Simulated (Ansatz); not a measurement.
## PbSe in the PbO-type structure: what the numbers say

The computed numbers are results of PBE, scalar-relativistic (no spin polarisation) in the plane-wave PAW code Ansatz at 420 eV, 6×6×8 k-mesh, Gaussian smearing of 0.05 eV. The datasets are Ansatz's generated set soft_2.

The start was a prototype's sites filled with these elements. The Crystallography Open Database lists the compound in space group Fm-3m (rock salt), so this is a trial structure.

The relaxed structure (symmetry read at 0.01 Å). It takes space group P4/nmm (No. 129, tetragonal). Conventional cell: a = 5.349 Å, b = 5.349 Å, c = 4.221 Å, α = 90.00°, β = 90.00°, γ = 90.00°. Around Pb (site symmetry 4mm) lie 4 Se at 2.99 Å. Se (site symmetry -4m2) is surrounded by 4 Pb at 2.99 Å. (Neighbours are counted to 15 % beyond the shortest distance.)

Q: What kind of gap is it?

A: It is indirect: 0.43 eV, against 0.88 eV for the smallest direct gap. Within 0.6 eV of the edges the projected states are 85 % Se 4p at the top of the valence band and 84 % Pb 6p at the bottom of the conduction band. Spin–orbit coupling, left out here, shifts 6p levels by as much as this gap and could close it. The lowest excitation takes an electron from Se back to Pb, as in polar semiconductors.

Q: How ionic is it?

A: Bader charges against formal ones: Pb +0.84 (+2), Se −0.84 (−2). The cations give up 42 % of the formal charge; Bader charges stay under formal ones because the anions' density reaches into the cations' basins, the more so the higher the formal charge and the softer the anion.

All results together:

```
Volume                                                : 30.20 Å³/atom
Band gap                                              : 0.43 eV
Smallest direct gap                                   : 0.88 eV
Bader charges                                         : Pb 0.84; Se -0.84 e
Formation energy from the elements (0 K, uncorrected) : -0.39 eV/atom
Elastically stable                                    : no (eigenvalue of -56 GPa)
```

For elements this heavy, spin–orbit coupling would shift levels and gaps; it isn't included here.
